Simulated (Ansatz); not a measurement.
Runs of Ansatz 0.2.0 on AlNi. The structure is orthorhombic, space group Cmmm (No. 65). The conventional cell has a = 3.877 Å, b = 3.906 Å, c = 3.099 Å, α = 90.00°, β = 90.00°, γ = 90.00°. Ni (site symmetry mmm) is surrounded by 8 Al at 2.48 to 2.49 Å and 4 Ni at 2.75 Å. Al (site symmetry mmm) has 8 Ni at 2.48 to 2.49 Å and 4 Al at 2.75 Å as nearest neighbours. The cell comes from a database or a generator and needn't be the stable form of this composition.

| task | level | cell | k mesh | cutoff (eV) | mesh quality | gap on the mesh (eV) | pressure (GPa) | moment (μB) | V0 of scaled cells (Å³/atom) | relaxed volume (Å³/atom) | B0 (GPa) |
| --- | --- | --- | --- | --- | --- | --- | --- | --- | --- | --- | --- |
| relaxation of cell and atoms | PBEsol | relaxed | 10 × 10 × 9 | 420 | not flagged | none | 0.0 | 0.00 | - | 11.72 | - |
| relaxation of cell and atoms | PBEsol+D3(BJ) | relaxed | 10 × 10 × 9 | 420 | not flagged | none | 0.0 | 0.00 | - | 11.34 | - |
| equation of state | PBE0 | as given | 6 × 6 × 6 | 420 | coarse | - | - | - | 11.77 | - | (b) |
| equation of state | r2SCAN | as given | 10 × 10 × 9 | 500 | not flagged | - | - | - | (c) | - | 175 |
| equation of state | LDA | as given | 10 × 10 × 9 | 420 | not flagged | - | - | - | (a) | - | 185 |

Alike in all rows: potentials or basis Ansatz PAW; spin collinear, ferromagnetic start; smearing fermi-dirac 0.05 eV.

**Question.** Fill in the values left out.

**Answer.** (a) 11.41; (b) 173; (c) 11.78.

Caveats: some runs use coarse meshes; the PAW data sets come from PBE, with cores solved anew for the run's functional, which leaves a small shift of forces and pressure; the cell was scaled at fixed shape and fractional positions, which overstates the stiffness of a crystal with free parameters, most of all of layers and chains (some runs); the plane-wave basis is chosen anew once the cell has moved, so the energies of steps on either side of that aren't comparable (some runs); the magnetic or orbital state may not be the lowest (some runs); pairwise dispersion overbinds metals, which lowers pressure and volume (some runs).

A k mesh can miss the band edges.

A gap of «none» marks a metal or a gap under the smearing width.

Not every run made on this cell is shown here.
